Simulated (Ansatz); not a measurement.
# Cobalt, hcp: B3LYP at the BLYP geometry

How do the levels and moments change when part of the exchange is made exact, and what does it cost? The geometry was relaxed under BLYP beforehand and is kept. Exact exchange is dear, so the k-mesh is coarse, and BLYP is run on the same mesh for comparison.

Program: Ansatz 0.2.0. Level of theory: DFT, plane waves (420 eV) with PBE-made PAW files, scalar-relativistic; functionals as named at each step. These are calculated values, not measurements.

## 1. The starting structure

Symmetry: P6_3/mmc, No. 194, hexagonal system. Conventional cell: a = 2.533 Å, b = 2.533 Å, c = 4.083 Å, α = 90.00°, β = 90.00°, γ = 120.00°. Co (site symmetry -6m2) is surrounded by 12 Co at 2.51 to 2.53 Å.

Structure file:

```cif
data_structure
_symmetry_space_group_name_H-M 'P 1'
_symmetry_Int_Tables_number 1
_cell_length_a 2.5326
_cell_length_b 2.5326
_cell_length_c 4.0832
_cell_angle_alpha 90.000
_cell_angle_beta 90.000
_cell_angle_gamma 120.000
_cell_volume 22.68
loop_
_atom_site_label
_atom_site_type_symbol
_atom_site_fract_x
_atom_site_fract_y
_atom_site_fract_z
_atom_site_occupancy
Co1 Co 0.33333 0.66667 0.25000 1
Co2 Co 0.66667 0.33333 0.75000 1
```

The atoms start with moments of +1.68 ×2 μB.

## 2. BLYP, coarse mesh

The run with BLYP.

input.yaml reads:

```yaml
crystal:
  lattice:
    - [2.5325640976, 0.0, 0.0]
    - [-1.2662820488, 2.1932648452, 0.0]
    - [0.0, 0.0, 4.0831718397]
  atoms:
    - { symbol: Co, position: [0.3333333333, 0.6666666667, 0.25], spin: 1.677 }
    - { symbol: Co, position: [0.6666666667, 0.3333333333, 0.75], spin: 1.677 }
hamiltonian:
  xc: blyp
  pseudopotentials:
    kind: paw
    azcp:
      Co: "pseudopotentials/Co.paw.azcp"
basis:
  ecutwfc: 420
  fft_grid_basis: typed
kpoints:
  mp_grid: { grid: [7, 7, 4], shift: [0, 0, 0] }
magnetization:
  spin_polarized: true
scf:
  occupations: { method: fermi_dirac, width: 0.1 }
```

What it wrote, cut to the lines that bear on the results:

```text
Warning: RAYON_NUM_THREADS=4 ignored (pool sized by the plan → 4); use --threads N
[...]
Pseudopotentials: kind: paw
Pseudopotential: Co, paw, valence charge 17, recommended cutoff 420 eV (normal), <dir>
Functional definition: BLYP
[...]
Crystal: 2 atoms, lattice volume = 22.680 Å³
Basis set: ecut = 420 eV, 451 PW (Γ), exchange–correlation on 36×36×60 points (8 copies of the dense FFT grid, shifted against one another)
Bands: 23, of which v1, the nominal top of the filled ones, is band 17 counted from 1 (16 counted from 0)
Symmetry: 24 space group operations
Space group: P63/mmc (ITA 194), of the structure as read, at distance tolerance 2.8e-5 Å
Magnetic group: BNS 194.263 (UNI 1493), of the structure as read, at distance tolerance 2.8e-5 Å
k-points: 24 of 196
[...]
Starting moments: Σ|m| = 3.354 μB on 2 of 2 sites
[...]
SCF iter   1: F=—  HF=-10267.336173 eV  |F-HF|=—  |Δ(HF+E_count)|=         —  Δρ=1.01e-1 (↑5.57e-3 ↓1.01e-1)  dr2=1.25e0  dr2_m=5.55e-1  M=3.448 μB ∫|m|=3.609 μB  β_m=0.30  ethr=3.10e-3  ⟨swp⟩=5.1  Hψ=4096  notcnv=0
[...]
SCF iter  10: F=-10268.524947 eV  HF=-10268.524947 eV  |F-HF|=4.33e-9  |Δ(HF+E_count)|=   1.40e-8  Δρ=4.86e-6 (↑1.66e-6 ↓4.86e-6)  dr2=6.03e-9  dr2_m=5.39e-10  M=3.242 μB ∫|m|=3.515 μB  ethr=2.31e-10  ⟨swp⟩=1.1  Hψ=2790  notcnv=0
[...]
SCF converged after 10 iterations
Magnetization: 3.2424 μB (18.6212 up, 15.3788 down)
Absolute magnetization: 3.5159 μB (∫|ρ↑−ρ↓|, with the PAW one-centre terms)
Spin contamination: 0.0525 ħ² per cell (⟨S²⟩ above its minimum at these occupations)
Per-site moments (μB) at R_I (Å): [(1.684334338964749, 1.0358624381497792), (1.6843343389647485, 1.0358624381497792)]
Free energy (F): -10268.524947 eV
[...]
E sigma→0 (E₀):  -10268.487995 eV
Entropy (-TS):   -0.073905 eV (-36.952 meV/atom)
Fermi energy:    18.175791 eV
[...]
```

Run time: 1.1 s. Hardware: 4 threads of an x86-64 CPU, shared host; peak memory 0.39 GiB.

## 3. B3LYP on the coarse mesh

The run with B3LYP.

input.yaml: that of step 2 with these lines changed.

```diff
@@ -9,3 +9,3 @@
 hamiltonian:
-  xc: blyp
+  xc: b3lyp
   pseudopotentials:
```

What it wrote, cut to the lines that bear on the results:

```text
Warning: RAYON_NUM_THREADS=4 ignored (pool sized by the plan → 4); use --threads N
[...]
Pseudopotentials: kind: paw
Pseudopotential: Co, paw, valence charge 17, recommended cutoff 420 eV (normal), <dir>
Functional definition: B3LYP
[...]
Crystal: 2 atoms, lattice volume = 22.680 Å³
Basis set: ecut = 420 eV, 451 PW (Γ), exchange–correlation on 36×36×60 points (8 copies of the dense FFT grid, shifted against one another)
Bands: 23, of which v1, the nominal top of the filled ones, is band 17 counted from 1 (16 counted from 0)
Symmetry: 24 space group operations
Space group: P63/mmc (ITA 194), of the structure as read, at distance tolerance 2.8e-5 Å
Magnetic group: BNS 194.263 (UNI 1493), of the structure as read, at distance tolerance 2.8e-5 Å
k-points: 24 of 196
[...]
Starting moments: Σ|m| = 3.354 μB on 2 of 2 sites
[...]
hybrid SCF converged: 10 outer / 60 inner (+17 warm-up), last move |dexx| = 1.43e-7 eV, tail = 2.14e-7 eV
Magnetization: 3.6680 μB (18.8340 up, 15.1660 down)
Absolute magnetization: 4.5267 μB (∫|ρ↑−ρ↓|, with the PAW one-centre terms)
Spin contamination: 0.2257 ħ² per cell (⟨S²⟩ above its minimum at these occupations)
Per-site moments (μB) at R_I (Å): [(2.0119483266503413, 1.0358624381497792), (2.011948326650341, 1.0358624381497792)]
Free energy (F): -10262.810985 eV
Frozen-core exchange: fock
[...]
E sigma→0 (E₀):  -10262.804080 eV
Entropy (-TS):   -0.013811 eV (-6.905 meV/atom)
Fermi energy:    18.045282 eV
[...]
--- Band table (eV; the first three rows and the last of 48) ---
[... band rows left out ...]
[...]
  guard bands above this table: 2 of the run's 23 bands, where the rule asks 3: the bands that hold charge and the lowest empty level above them stay in the table. The solve was not asked for them (output.publish_guard_bands: true or output.eigenvalues: true publishes all)
```

It took 19 s on 4 threads of an x86-64 CPU, shared host; peak memory 0.82 GiB.

## 4. The functionals compared

| functional | gap on the mesh | Fermi energy (eV) | magnetic state | SCF cycles | exchange loops | CPU time |
| --- | --- | --- | --- | --- | --- | --- |
| BLYP | none (levels filled in part) | 18.176 | ferromagnetic, up to 1.68 μB per atom | 10 | - | 2.4 s |
| B3LYP | none (levels filled in part) | 18.045 | ferromagnetic, up to 2.01 μB per atom | 77 | 10 | 58 s |

## 5. Results

| quantity | value |
| --- | --- |
| BLYP: gap | none (levels filled in part) |
| BLYP: magnetic state | ferromagnetic, up to 1.68 μB per atom |
| B3LYP: gap | none (levels filled in part) |
| B3LYP: magnetic state | ferromagnetic, up to 2.01 μB per atom |
| B3LYP: SCF cycles, exchange loops | 77, 10 |
| B3LYP: CPU time over that of BLYP | 24 |

What this shows: Both BLYP and B3LYP leave levels filled in part. Moments change from 1.68 μB to 2.01 μB at most; exact exchange favours larger moments in itinerant magnets. The hybrid took 24 times as much CPU time as BLYP on the same settings. B3LYP needed 10 outer loops of the exchange operator. The total energies in the logs cannot be compared from one functional to another.
